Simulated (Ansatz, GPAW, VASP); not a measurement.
**BAs: 3 runs at one level of theory**

```
CELL_PARAMETERS angstrom
0.00000 2.38850 2.38850
2.38850 0.00000 2.38850
2.38850 2.38850 0.00000
ATOMIC_POSITIONS crystal
As 0.75000 0.75000 0.75000
B 0.00000 0.00000 0.00000
```

Alike in all runs: task single point; functional PBE; k mesh 10 × 10 × 10; occupations gaussian, width 0.021 eV; no spin polarisation; no spin-orbit coupling. Pressure is positive in compression and, in plane waves, holds the error of the finite cutoff.

| program and potentials | plane-wave cutoff (eV) | notes | band gap (eV) | pressure (GPa) |
| --- | --- | --- | --- | --- |
| Ansatz, all-electron LAPW, scalar-relativistic | - | - | 1.19 | 2.73 |
| VASP, PBE PAW files As, B, 520 eV | 520 | - | 1.18 | 3.43 |
| GPAW, GPAW PAW data sets (gpaw-data 1.2.1) | 800 | - | ? | ? |

Estimate from the other rows what the run with GPAW, GPAW PAW data sets (gpaw-data 1.2.1) gave.

Band gap 1.18 eV; pressure 3.28 GPa. The other rows, which needn't bracket it: band gap 1.18 to 1.19; pressure 2.73 to 3.43.
